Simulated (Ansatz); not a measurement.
# BaTe: how the settings move a single-point run

Question: which choices in the input matter for BaTe? The cell is built on a prototype (CsCl type) and needn't be the phase found in nature.

Computed with Ansatz 0.2.0 (reference: DFT, HSE06, plane waves, PAW, unless a step's input says otherwise).

4 further runs of the same task are left out: 1 for a known fault of the program, 3 that didn't finish.

**1. The starting structure**

It takes space group Pm-3m (No. 221, cubic). Conventional cell: a = 4.245 Å, b = 4.245 Å, c = 4.245 Å, α = 90.00°, β = 90.00°, γ = 90.00°. Ba (site symmetry m-3m) has 8 Te at 3.68 Å as nearest neighbours. Around Te (site symmetry m-3m) lie 8 Ba at 3.68 Å.

Coordinates:

```xyz
2
Lattice="4.2448 0.0000 0.0000 0.0000 4.2448 0.0000 0.0000 0.0000 4.2448" Properties=species:S:1:pos:R:3 pbc="T T T"
Ba    0.0000    0.0000    0.0000
Te    2.1224    2.1224    2.1224
```

**2. Baseline**

input.yaml

```yaml
crystal:
  lattice:
    - [4.2448181589, 0.0, 0.0]
    - [0.0, 4.2448181589, 0.0]
    - [0.0, 0.0, 4.2448181589]
  atoms:
    - { symbol: Ba, position: [0.0, 0.0, 0.0] }
    - { symbol: Te, position: [0.5, 0.5, 0.5] }
kpoints:
  mp_grid: { grid: [4, 4, 4] }
hamiltonian:
  xc: hse06
scf:
  occupations: { method: fixed }
  n_extra_bands: 4
output:
  forces: true
  stress: true
  eigenvalues: true
  write_density: true
  write_potential: true
  elf: true
  volumetric_format: npy
```

The run is started by

```
ansatz run input.yaml --threads 4 --pin off --max-ram 3686MiB --backend cpu --events-out ev --progress --plain --runs-dir out
```

**3. Changed: occupations.method methfessel_paxton, occupations.width 0.5**

Changes to input.yaml since step 2:

```diff
@@ -13,3 +13,3 @@
 scf:
-  occupations: { method: fixed }
+  occupations: { method: methfessel_paxton, width: 0.5 }
   n_extra_bands: 4
@@ -19,5 +19 @@
   eigenvalues: true
-  write_density: true
-  write_potential: true
-  elf: true
-  volumetric_format: npy
```

Q: Predict the outcome of this session. Wanted: for each run, ending; energy change; pressure; gap; force.

The runs gave:

| run | ending | energy change | pressure (GPa) | gap (eV) | force (eV/Å) | cycles | time |
| --- | --- | --- | --- | --- | --- | --- | --- |
| reference | converged | 0 | -0.3 | 1.51 | 0.00 | 14 | 29 s |
| 1: occupations.method methfessel_paxton, occupations.width 0.5 | converged | -0.3 meV/atom (σ→0) | -0.3 | 1.51 | 0.00 | 17 | 35 s |

Times don't compare one to one where runs were asked for different outputs or read a saved state (see the inputs); cycles may leave out searches for a lower state.

Residual by cycle in the longest SCF loop of each run; runs are numbered as in the table. The quantity is the density residual dr2, in eV.

| cycle | reference | run 1 |
| --- | --- | --- |
| 1 | 0.0136 | 0.00162 |
| 2 | 0.00103 | 2.1e-4 |
| 3 | 3.8e-4 | 3.7e-5 |
| 4 | 5.5e-5 | 4.4e-6 |
| 5 | 8.8e-6 | 3.3e-7 |
| 6 | 7.7e-6 | 1.3e-8 |
| 7 | 1.7e-7 | 4.2e-10 |

Changing the smearing leaves the energy as it was (-0.3 meV/atom). The gap of the reference lacks spin-orbit coupling, though the cell holds Te and Ba.
